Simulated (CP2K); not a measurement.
Runs of CP2K 2026.2 on Nb. It takes space group Fm-3m (No. 225, cubic). The conventional cell has a = 4.230 Å, b = 4.230 Å, c = 4.230 Å, α = 90.00°, β = 90.00°, γ = 90.00°. Around Nb (site symmetry m-3m) lie 12 Nb at 2.99 Å. This isn't the form of Nb at room conditions, which is bcc.

```tsv
task	level	potentials or basis	cell	smearing	EPS_DEFAULT	NGRIDS	basis sets	potentials	points a segment of the path (NPOINTS)	gap on the mesh (eV)	pressure (GPa)	V0 of scaled cells (Å³/atom)	B0 (GPa)
band structure	r2SCAN	POTENTIAL_UZH Nb GTH-SCAN-q13; TZVP-MOLOPT-SCAN-GTH basis	as given	fermi-dirac 0.05 eV	1.0E-9	5	Nb TZVP-MOLOPT-SCAN-GTH-q13	Nb GTH-SCAN-q13 of POTENTIAL_UZH	6	none	(b)	-	-
band structure	LDA	GTH_POTENTIALS Nb GTH-PADE-q13; TZVP-MOLOPT-PBE-GTH basis	as given	fermi-dirac 0.05 eV	1.0E-9	4	Nb TZVP-MOLOPT-PBE-GTH-q13	Nb GTH-PADE-q13 of GTH_POTENTIALS	8	none	-10.9	-	-
equation of state	r2SCAN	POTENTIAL_UZH Nb GTH-SCAN-q13; TZVP-MOLOPT-SCAN-GTH basis	as given	fermi-dirac 0.0259 eV	1.0E-9	5	Nb TZVP-MOLOPT-SCAN-GTH-q13	Nb GTH-SCAN-q13 of POTENTIAL_UZH	-	-	-	18.65	(a)
band structure	LDA	GTH_POTENTIALS Nb GTH-PADE-q13; TZVP-MOLOPT-PBE-GTH basis	the cell as VASP's run set it	fermi-dirac 0.02 eV	1.0E-10	5	Nb TZVP-MOLOPT-PBE-GTH-q13	Nb GTH-PADE-q13 of GTH_POTENTIALS	10	none	-10.9	-	-
equation of state	r2SCAN	POTENTIAL_UZH Nb GTH-SCAN-q13; TZVP-MOLOPT-SCAN-GTH basis	as given	fermi-dirac 0.05 eV	1.0E-9	4	Nb TZVP-MOLOPT-SCAN-GTH-q13	Nb GTH-SCAN-q13 of POTENTIAL_UZH	-	-	-	18.66	168
```

Alike in all rows: no spin polarisation; k mesh 11 × 11 × 11.

Estimate the missing entries.

(a) 171; (b) -2.2.

Caveats: the basis of atomic orbitals isn't converged, which shifts pressures, moduli and gaps.

A k mesh can miss the band edges, and the runs leave out spin-orbit coupling on Nb.

A gap of «none» marks a metal or a gap under the smearing width.

Not every run made on this cell is shown here.
